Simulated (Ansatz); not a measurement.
# La2O3 in Ansatz, relaxation

Launch command:

```bash
ansatz run input.yaml --threads 2 --pin off --max-ram 2560MiB --backend cpu --events-out ev --progress --plain --runs-dir out
```

Input:

```yaml
crystal:
  lattice:
    - [3.94800254, 0.0, 0.0]
    - [-1.97400127, 3.41907066, 0.0]
    - [0.0, 0.0, 6.14803449]
  atoms:
    - { symbol: La, position: [0.3333, 0.6667, 0.25] }
    - { symbol: La, position: [0.6667, 0.3333, 0.75] }
    - { symbol: O, position: [0.25, 0.25, 0.0] }
    - { symbol: O, position: [0.75, 0.0, 0.0] }
    - { symbol: O, position: [0.0, 0.75, 0.0] }
  symmetry: { tolerance: 0.0003 }
kpoints:
  mp_grid: { grid: [8, 8, 5], shift: [0, 0, 0] }
magnetization:
  spin_polarized: false
scf:
  occupations: { method: gaussian, width: 0.1887 }
  lower_state_search: "off"
hamiltonian:
  pseudopotentials: { kind: paw }
  xc: r2scan
basis:
  ecutwfc: 500
  fft_grid_basis: typed
relax:
  max_steps: 80
  f_tol: 0.03
output:
  forces: true
  stress: true
  eigenvalues: true
  bader: true
  populations: true
  elf: true
  write_potential: true
  volumetric_format: npy
  dos:
    e_range: [-12, 8]
    de: 0.05
    projected: { site_lists: { La: [La], O: [O] } }
checkpoint:
  read: saved_state
```

Origin of the cell: a database entry, scaled a little.

The saved state is a converged single point of the same cell.

Output (shortened):

```
Warning: the atoms were moved onto the symmetric positions of the space group found under crystal.symmetry.tolerance 3.0e-4 (fractional; no operation is sought that the atoms, as they stand i […]
Warning: output.stress: scf.convergence.dr2_threshold = 1e-7 eV (the SCF's general default) is looser than the 5e-10 eV advised for a printed stress (1e-10 eV for each atom of the cell: 5). W […]
La: projections on atomic orbitals take those of the free atom [Kr 4d10] 4f0 5s2 5p6 5d1 6s2, of charge +0.00 (hamiltonian.pseudopotentials.projection_atoms); the dataset's partial waves leav […]
Pseudopotentials: kind: paw
Pseudopotential: La, paw, valence charge 11, recommended cutoff 500 eV (meta_gga), La.paw.azcp
Pseudopotential: O, paw, valence charge 6, recommended cutoff 500 eV (meta_gga), O.paw.azcp
Functional definition: r2SCAN
  exchange = r2scan_x(k0 = k0, k1 = k1, a1 = a1)
  correlation = r2scan_c
Crystal: 5 atoms, lattice volume = 82.989 Å³
Basis set: ecut = 500 eV, 2129 PW (Γ), exchange–correlation on 120×120×180 points (64 copies of the dense FFT grid, shifted against one another)
[… 11 lines left out …]
Initial density: read from a saved state, or passed on in memory by an earlier SCF of this step, an earlier step, the calling program or the single point that the run made first
Functional: x = r2scan, c = r2scan; τ floored in thin density (d = 2e-4 eV/Å³)
SCF iter   1: F=-14230.122394 eV  HF=-14230.130977 eV  Δρ=2.57e-3  dr2=1.22e-2  dr2_τ=8.70e-4
SCF iter   2: F=-14230.128838 eV  HF=-14230.132504 eV  Δρ=2.26e-3  dr2=4.61e-3  dr2_τ=8.35e-4
SCF iter   3: F=-14230.132174 eV  HF=-14230.132306 eV  Δρ=5.59e-4  dr2=4.95e-4  dr2_τ=7.19e-5
SCF iter   4: F=-14230.132455 eV  HF=-14230.132479 eV  Δρ=1.19e-4  dr2=4.26e-5  dr2_τ=4.38e-7
SCF iter   5: F=-14230.132478 eV  HF=-14230.132478 eV  Δρ=4.95e-5  dr2=2.35e-6  dr2_τ=2.87e-7
SCF iter   6: F=-14230.132479 eV  HF=-14230.132479 eV  Δρ=1.37e-5  dr2=2.59e-7  dr2_τ=1.03e-8
SCF iter   7: F=-14230.132479 eV  HF=-14230.132479 eV  Δρ=4.12e-6  dr2=2.06e-8  dr2_τ=6.34e-10
relax step   1: F+E_penalty+E_count = -14230.132479 eV  Δ(F+E_penalty+E_count) = +0.000e0 eV  max|allowed force component| = 8.070e0 eV/Å  Δτ_max = 0.0000 Å  (7 SCF iters, accepted)
relax step   2: F+E_penalty+E_count = -14231.885923 eV  Δ(F+E_penalty+E_count) = -1.753e0 eV  max|allowed force component| = 3.400e0 eV/Å  Δτ_max = 0.1098 Å  (7 SCF iters, dr2 threshold 1.00e-4 eV, accepted)
relax step   3: F+E_penalty+E_count = -14232.522786 eV  Δ(F+E_penalty+E_count) = -6.369e-1 eV  max|allowed force component| = 1.355e0 eV/Å  Δτ_max = 0.0757 Å  (7 SCF iters, dr2 threshold 1.00e-4 eV, accepted)
relax step   4: F+E_penalty+E_count = -14232.611245 eV  Δ(F+E_penalty+E_count) = -8.846e-2 eV  max|allowed force component| = 1.254e0 eV/Å  Δτ_max = 0.1059 Å  (8 SCF iters, dr2 threshold 1.00e-4 eV, accepted)
relax step   5: F+E_penalty+E_count = -14232.717161 eV  Δ(F+E_penalty+E_count) = -1.059e-1 eV  max|allowed force component| = 2.500e-1 eV/Å  Δτ_max = 0.0593 Å  (7 SCF iters, dr2 threshold 1.00e-4 eV, accepted)
relax step   6: F+E_penalty+E_count = -14232.721356 eV  Δ(F+E_penalty+E_count) = -4.195e-3 eV  max|allowed force component| = 3.651e-2 eV/Å  Δτ_max = 0.0125 Å  (7 SCF iters, dr2 threshold 3.91e-6 eV, accepted)
relax step   7: F+E_penalty+E_count = -14232.721435 eV  Δ(F+E_penalty+E_count) = -7.972e-5 eV  max|allowed force component| = 1.612e-3 eV/Å  Δτ_max = 0.0023 Å  (7 SCF iters, accepted)
SCF 8 converged in 2 iterations: F = -14232.721435 eV  dr2 = 6.27e-9
SCF converged after 2 iterations
Free energy (F): -14232.721435 eV
Harris-Foulkes:  -14232.721435 eV  (|F-HF|=2.83e-9)
Internal energy: -14232.640817 eV  (E = F + TS)
E sigma→0 (E₀):  -14232.681126 eV
Entropy (-TS):   -0.080618 eV (-16.124 meV/atom)
Fermi energy:    12.158959 eV
--- Per-component energies (eV) ---
  E_band       = -17.633487
  E_kinetic    = 943.002981
  E_local      = -2612.608856  (includes V_loc(G=0)·N_el)
  E_nonlocal   = 337.534224
  E_hartree    = 1082.529699
  E_xc         = -491.712509
  E_vxc        = -649.009752  (∫ρ·V_xc dr)
  E_paw        = -11358.810365  (= ΣΔE_a)
  E_vpaw       = -239.166165  (= ΣTr[D̂ρ^β])
  E_aug_tail   = 0.002852  (compensation charges beyond the density's cutoff)
  E_vtau       = 37.555082  (kinetic-family band-sum trace: ∫τ·v_τ [+ j·A + Jᵃ·Aᵃ] dr)
  E_ewald      = -2132.620044
  E_core_change = 0.041202  (= ΣΔE_core)
  E_smearing   = -0.080618  (= −TS)
  Σ components = -14232.721435   (vs F -14232.721435, Δ=0.00e0)
--- Forces (eV/Å), atoms counted from 1 ---
  atom   1  La    -0.000000    -0.000000     0.001232
  atom   2  La    -0.000000     0.000000    -0.001232
  atom   3  O      0.000107     0.000185     0.000000
  atom   4  O     -0.000213     0.000000     0.000000
  atom   5  O      0.000107    -0.000185     0.000000
  max |Σ_I F_I| component: 2.34e-16 eV/Å
--- Stress (GPa, compression-positive) ---
       47.095551      -0.000000       0.000000
       -0.000000      47.095551       0.000000
        0.000000       0.000000       8.565958
  P = ⅓ Tr σ = 34.2524 GPa (342.524 kbar)
--- Relaxed structure (7 steps of the walk, 7 accepted, 0 SCFs on fresh bases) ---
  F+E_penalty+E_count = -14232.721435 eV   max|allowed force component| = 1.612e-3 eV/Å
  atoms:
    - { symbol: La, position: [0.333333, 0.666667, 0.247332] }
    - { symbol: La, position: [0.666667, 0.333333, 0.752668] }
    - { symbol: O, position: [0.309673, 0.309673, 7.090e-19] }
    - { symbol: O, position: [0.690327, 4.058e-19, -1.418e-18] }
    - { symbol: O, position: [5.551e-17, 0.690327, 7.090e-19] }
--- Löwdin populations: 5 sites ---
  site symbol       q [e]
     0     La     10.5651
     1     La     10.5651
     2      O      6.2436
     3      O      6.2436
     4      O      6.2436
  spilling = 0.003471 (of n_electrons = 40.000000)
--- Bader charges: 5 sites ---
  site symbol  charge [e]  shift [e] shared [e]
     0     La      1.4575     0.0049     1.4570
     1     La      1.4575     0.0049     1.4570
     2      O     -0.9713     0.0033    -0.9714
     3      O     -0.9713     0.0033    -0.9713
     4      O     -0.9713     0.0033    -0.9713
  maxima off the nuclei: 1, with 0.0010 electrons
  on the straight line to a nucleus their density falls by 6.1e-3 of itself; PAW files or a low cutoff
  can make one that falls by little (a run on other files and one at a higher cutoff tell): if they did, read the shared
  charge, to which what the maxima have on the atom's side is counted
  estimated error of the sums over rays = 3.2e-4 e
```

Before:

Space group P321 (No. 150); the run's cell has a = 3.948 Å, b = 3.948 Å, c = 6.148 Å, α = 90.00°, β = 90.00°, γ = 120.00°. Shortest distances: O–O 1.71 Å, La–O 2.15 Å.

After:

Space group P321 (No. 150); the run's cell has a = 3.948 Å, b = 3.948 Å, c = 6.148 Å, α = 90.00°, β = 90.00°, γ = 120.00°. Shortest distances: La–O 2.04 Å, O–O 2.12 Å.

* Free energy lowered by: 517.8 meV/atom
* Final pressure: 34.25 GPa
* Relaxation steps listed: 7

Caveats: no spin, though holes on the anions or broken bonds may carry moments; no spin-orbit coupling, though heavy elements are present; the SCF threshold is looser than advised for a stress; the database entry stands far from equilibrium and may be faulty; the relaxation held the start's symmetry, so the end may be a saddle point; wide smearing.

It ran for 3.8 min on 2 threads of Arm Neoverse N1, with other jobs on the host, peak memory 0.57 GiB, from a saved density.
